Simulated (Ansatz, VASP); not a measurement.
Two plane-wave programs on Si

The input POSCAR:

```
Si
1.0
    2.6205428149      0.0000000000      0.0000000000
   -1.3102714075      2.2694566494      0.0000000000
    0.0000000000      0.0000000000      2.4663543900
Si
1
Direct
    0.0000000000      0.0000000000      0.0000000000
```

File INCAR.step1:

```
SYSTEM = Si
  ALGO = Normal
  EDIFF = 1E-5
  ENCUT = 520
  GGA = PE
  ISIF = 2
  ISMEAR = -1
  LASPH = .True.
  LCHARG = .False.
  LREAL = .False.
  LWAVE = .True.
  NELM = 60
  PREC = Accurate
  SIGMA = 0.05
```

INCAR.step2

```
SYSTEM = Si
  AEXX = 0.25
  ALGO = Normal
  EDIFF = 1E-6
  ENCUT = 520
  GGA = PE
  HFRCUT = -1
  ISIF = 2
  ISMEAR = -1
  ISTART = 1
  LASPH = .True.
  LCHARG = .False.
  LHFCALC = .True.
  LREAL = .False.
  LWAVE = .False.
  NELM = 60
  PREC = Accurate
  PRECFOCK = Fast
  SIGMA = 0.05
```

Contents of KPOINTS:

```
k-points
0
Gamma
  6 6 6
  0 0 0
```

File KPOINTS_OPT:

```
path GMKGALHA,LM,KH
8
line-mode
reciprocal
 0.0000000000  0.0000000000  0.0000000000  G
 0.5000000000  0.0000000000  0.0000000000  M

 0.5000000000  0.0000000000  0.0000000000  M
 0.3333333333  0.3333333333  0.0000000000  K

 0.3333333333  0.3333333333  0.0000000000  K
 0.0000000000  0.0000000000  0.0000000000  G

 0.0000000000  0.0000000000  0.0000000000  G
 0.0000000000  0.0000000000  0.5000000000  A

 0.0000000000  0.0000000000  0.5000000000  A
 0.5000000000  0.0000000000  0.5000000000  L

 0.5000000000  0.0000000000  0.5000000000  L
 0.3333333333  0.3333333333  0.5000000000  H

 0.3333333333  0.3333333333  0.5000000000  H
 0.0000000000  0.0000000000  0.5000000000  A

 0.5000000000  0.0000000000  0.5000000000  L
 0.5000000000  0.0000000000  0.0000000000  M

 0.3333333333  0.3333333333  0.0000000000  K
 0.3333333333  0.3333333333  0.5000000000  H
```

The input input.yaml:

```yaml
crystal:
  lattice:
    - [2.6205428149, 0.0, 0.0]
    - [-1.3102714075, 2.2694566494, 0.0]
    - [0.0, 0.0, 2.46635439]
  atoms:
    - { symbol: Si, position: [0.0, 0.0, 0.0] }
hamiltonian:
  xc: pbe0
  pseudopotentials: { kind: paw }
kpoints:
  mp_grid: { grid: [6, 6, 6] }
scf:
  occupations: { method: fermi_dirac, width: 0.05 }
output:
  forces: true
  stress: true
  eigenvalues: true
  write_density: true
  write_potential: true
  elf: true
  volumetric_format: npy
```

This isn't the form of Si at room conditions, which is diamond.

Alike in both runs: functional PBE0; k mesh 6 × 6 × 6; occupations fermi-dirac, width 0.05 eV; no spin polarisation.

|  | VASP | Ansatz |
| --- | --- | --- |
| version | VASP 6.6.1 | Ansatz 0.2.0 |
| potentials or method | VASP PAW PBE potentials, release 64 (Si) | Ansatz PAW |
| plane-wave cutoff (eV) | 520 | 420 |
| valence electrons in the cell | 4 | 4 |
| task | band structure | single point |

```csv
,VASP,Ansatz,Ansatz less VASP
gap on the k mesh at the Fermi level (eV),none,none,-
pressure (GPa),1.5,2.5,+1.02
largest component of the traceless stress (GPa),5.33,5.76,+0.435
```

A gap of «none» marks a metal or a gap that the smearing closes. With one functional, cell and mesh, what is left measures potentials, basis and numerics.

Caveats: the k mesh is coarse (spacing up to 0.46 Å⁻¹), so the values aren't converged, least of all with exact exchange; the PAW data sets were made with another functional, which shifts forces and pressure a little (VASP); the PAW data sets come from PBE, with cores solved anew for the run's functional, which leaves a small shift of forces and pressure (Ansatz); the thresholds are loose for stress (Ansatz).
